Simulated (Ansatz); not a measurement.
The system is MoS2.

```xyz
3
Lattice="3.2275 0.0000 0.0000 -1.6137 2.7951 0.0000 0.0000 0.0000 6.3125" Properties=species:S:1:pos:R:3 pbc="T T T"
Mo    0.0000    0.0000    3.1562
S     1.6137    0.9317    4.7008
S     0.0000    1.8634    1.6117
```

Measurements of this composition are mostly on another form, of space group No. 194.

Base run:

```yaml
Program: Ansatz 0.2.0
Functional: r2SCAN
Potentials_or_basis: Ansatz PAW
Cutoff: "500 eV (not typed: the program's choice for these potentials)"
k_mesh: 9 × 9 × 4
Occupations: fermi-dirac, width 0.05 eV
Spin: no spin polarisation
```

Its results: band gap on the k mesh none (metal or under the smearing width); pressure 0.0 GPa; largest force 0.081 eV/Å.

Problem. The run is repeated on the same cell with these changes: functional from r2SCAN to LDA; cutoff from 500 eV (not typed: the program's choice for these potentials) to 420 eV (not typed: the program's choice for these potentials). What comes out?

Solution. Band gap on the k mesh none (metal or under the smearing width); pressure -6.0 GPa; largest force 0.155 eV/Å.

Caveats: the PAW data sets come from PBE, with cores solved anew for the run's functional, which leaves a small shift of forces and pressure.
